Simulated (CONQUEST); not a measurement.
# AlN (P6_3/mmc) in CONQUEST: band structure with WC

Aim: the band structure of AlN with WC.

All numbers are computed with CONQUEST 1.3; they aren't measurements. Logs are shortened: lines on timing, memory, paths and dates and some standing lists are left out, and cuts for length are marked.

### Step 1. The undisturbed crystal

It takes space group P6_3/mmc (No. 194, hexagonal). The conventional cell has a = 3.312 Å, b = 3.312 Å, c = 4.188 Å, α = 90.00°, β = 90.00°, γ = 120.00°. Al (site symmetry -6m2) is surrounded by 5 N at 1.91 to 2.09 Å. N (site symmetry -6m2) has 5 Al at 1.91 to 2.09 Å as nearest neighbours.

Measurements of this composition are mostly on another form, of space group No. 186.

### Step 2. Band structure, WC (atoms moved at random, drawn with an rms of 0.15 Å)

File Conquest_input:

```
IO.Title AlN
IO.Coordinates coords.dat
IO.FractionalAtomicCoords F
IO.Iprint 2
IO.Iprint_init 1
General.NumberOfSpecies 2
General.PseudopotentialType hamann
General.DistanceUnits A
General.FunctionalType 104
General.DifferentFunctional T
AtomMove.TypeOfRun static
AtomMove.FullStress T
Grid.GridCutoff 150
DM.SolutionMethod diagon
Diag.MPMesh F
Diag.kT 0.00099223
minE.SCTolerance 1e-6
SC.MaxIters 100
minE.SelfConsistent F
General.LoadRho T
Diag.KspaceLines T
Diag.NumKptLines 12
Diag.NumKpts 8
IO.writeDOS T
%block ChemicalSpeciesLabel
1 26.980 Al
2 14.010 N
%endblock
%block Diag.KpointLines
0.000000 0.000000 0.000000
0.500000 0.000000 0.000000
0.500000 0.000000 0.000000
0.500000 0.500000 0.000000
0.500000 0.500000 0.000000
0.000000 0.500000 0.000000
0.000000 0.500000 0.000000
0.000000 0.000000 0.000000
0.000000 0.000000 0.000000
0.000000 0.000000 0.500000
0.000000 0.000000 0.500000
0.500000 0.000000 0.500000
0.500000 0.000000 0.500000
0.500000 0.500000 0.500000
0.500000 0.500000 0.500000
0.000000 0.500000 0.500000
0.000000 0.500000 0.500000
0.000000 0.000000 0.500000
0.000000 0.500000 0.000000
0.000000 0.500000 0.500000
0.500000 0.000000 0.500000
0.500000 0.000000 0.000000
0.500000 0.500000 0.000000
0.500000 0.500000 0.500000
%endblock
```

File coords.dat:

```
    3.3121157420     0.0000000000     0.0000000000
    0.0000000000     4.1875630000     0.0000000000
    0.0000000000     0.0000000000     5.7367527450
8
  1.6455617762   1.1622874236   5.0745306919 1 T T T
  3.3016196472   1.1622874236   2.2061543194 1 T T T
  0.0886140006   3.0757650235   3.7639494487 1 T T T
  1.7446718716   3.0757650235   0.8955730762 1 T T T
  1.5621908548   3.2665168933   4.9232209699 2 T T T
  3.2182487258   3.2665168933   2.0548445974 2 T T T
  1.6314471950   1.0240266560   0.8813860866 2 T T T
  3.2875050660   1.0240266560   3.7497624591 2 T T T
```

File Conquest_input (of the self-consistent run):

```
IO.Title AlN
IO.Coordinates coords.dat
IO.FractionalAtomicCoords F
IO.Iprint 2
IO.Iprint_init 1
General.NumberOfSpecies 2
General.PseudopotentialType hamann
General.DistanceUnits A
General.FunctionalType 104
General.DifferentFunctional T
AtomMove.TypeOfRun static
AtomMove.FullStress T
Grid.GridCutoff 150
DM.SolutionMethod diagon
Diag.MPMesh T
Diag.GammaCentred T
Diag.MPMeshX 6
Diag.MPMeshY 5
Diag.MPMeshZ 4
Diag.kT 0.00099223
minE.SCTolerance 1e-6
SC.MaxIters 100
IO.AtomChargeOutput T
IO.DumpChargeDensity T
IO.DumpTotPot T
%block ChemicalSpeciesLabel
1 26.980 Al
2 14.010 N
%endblock
```

Potentials or basis: PseudoDojo NC PBEsol, SZP, grid cutoff 150 Ha.

Started as:

```sh
$ Conquest   # self-consistent run
$ Conquest   # the run along the path, in the same folder
```

Log:

```text
Simulation cell dimensions:     3.3121 A  x     4.1876 A  x     5.7368 A

      Atomic coordinates (A )
         Atom         X         Y         Z  Species
            1    3.1097    2.1964    9.5895        1
            2    6.2392    2.1964    4.1690        1
            3    0.1675    5.8124    7.1128        1
            4    3.2970    5.8124    1.6924        1
            5    2.9521    6.1728    9.3035        2
            6    6.0816    6.1728    3.8831        2
            7    3.0830    1.9351    1.6656        2
            8    6.2125    1.9351    7.0860        2
    Using
        This calculation includes non-local pseudopotentials,
         with a maximum core radius of      8.23709393

    Job title: AlN
    Job to be run: static calculation

    Ground state search:
      Support functions represented with PAO basis
      1:1 PAO to SF mapping
      Non-spin-polarised electrons
      Solving for the K matrix using diagonalisation
      Using Fermi-Dirac smearing

    Integration grid size:     36 x   48 x   60

    Integration grid spacing:  0.092 A  x 0.087 A  x 0.096 A

    Number of species:  2
    --------------------------------------------------------
    |   #  mass (au)  Charge (e)  SF Rad (A )  NSF  Label  |
    --------------------------------------------------------
    |   1     26.980       3.000        4.494    9  Al     |
    |   2     14.010       5.000        3.060    9  N      |
    --------------------------------------------------------

    The functional used will be GGA WC

           radial cut-off to be used is taken to be max PAO cut-off radius for this species:    8.237094

           greatest ang. mom. for making density from PAOs:  2

           radial cut-off to be used is taken to be max PAO cut-off radius for this species:    5.483972

           greatest ang. mom. for making density from PAOs:  2
    Minimum blocs/proc is     1620. Maximum blocs/proc is     1620
    set_atom_dens: In set_atomic_density, electrons :      32.000000000000
 matrix_size & matrix_size_padH =           72          72

    Screened ion int: energy:     -33.047264502717 Ha

          Harris-Foulkes Energy            :       -50.791320523223042 Ha
          (TS=0 as O(N) or entropic contribution is negligible)
          DFT Total Energy                 :       -50.714894899105943 Ha
          Total number of electrons        :        31.999972154131161
      | Number of electrons      =        31.999972
      |* band energy as 2Tr[K.H] =       -16.728892151412854 Ha
      |  screened ion-ion energy =       -33.047264502717368 Ha
      |  Ha correction           =        -2.553520635263616 Ha
      |  XC correction           =         1.538356766170780 Ha
      |* Harris-Foulkes energy   =       -50.791320523223042 Ha
      |* DFT total energy        =       -50.714894899105943 Ha
      |  estimated accuracy      =        -0.076425624117100 Ha
    get_E_and_F: Change in energy during last step of electronic optimisation:  0.00000E+00

    BIBLIOGRAPHY: Please consider citing the following references in the conquest.bib file

    CONQUEST:         Bowler2002pt, Miyazaki2004, Nakata2020
    Basis:            Bowler2019
    DM:               Bowler:2006xr
    Pseudopotentials: Hamann2013, Bowler2019
    XC functional:    Wu2006

    Warnings written to file Conquest_warnings; please check
```

Run time: 6.1 s. Hardware: 1 thread of AMD EPYC 9R45 (Zen 5), shared host; peak memory 0.53 GiB.

Results:

| Property | Result |
| --- | --- |
| Band gap along the path | 3.38 eV |

Levels at the corners of the path, in eV from the Fermi level:
```csv
point,band 13,band 14,band 15,band 16,band 17,band 18,band 19,band 20
Γ,-3.85,-3.64,-3.01,-2.09,1.29,1.55,2.30,5.22
X,-4.47,-4.47,-4.29,-4.29,2.69,2.69,3.80,3.80
S,-3.52,-3.52,-3.31,-3.31,3.60,3.60,4.30,4.30
Y,-4.03,-3.91,-3.58,-3.43,1.85,2.69,3.52,4.03
Γ,-3.85,-3.64,-3.01,-2.09,1.29,1.55,2.30,5.22
Z,-3.51,-3.51,-3.15,-3.15,2.25,2.25,3.84,3.84
U,-4.76,-4.25,-3.96,-3.66,1.89,1.90,3.94,4.34
R,-4.47,-4.23,-4.19,-4.04,2.70,3.16,3.37,3.98
T,-3.92,-3.92,-3.78,-3.78,2.54,2.54,3.55,3.55
Z,-3.51,-3.51,-3.15,-3.15,2.25,2.25,3.84,3.84
Y,-4.03,-3.91,-3.58,-3.43,1.85,2.69,3.52,4.03
T,-3.92,-3.92,-3.78,-3.78,2.54,2.54,3.55,3.55
U,-4.76,-4.25,-3.96,-3.66,1.89,1.90,3.94,4.34
X,-4.47,-4.47,-4.29,-4.29,2.69,2.69,3.80,3.80
S,-3.52,-3.52,-3.31,-3.31,3.60,3.60,4.30,4.30
R,-4.47,-4.23,-4.19,-4.04,2.70,3.16,3.37,3.98
```

Caveat: the log labels positions in bohr as Å; the atomic basis is small; the box holds several primitive cells, so bands are folded and the points are those of the box's own zone; the basis of atomic orbitals isn't converged, which shifts pressures, moduli and gaps.
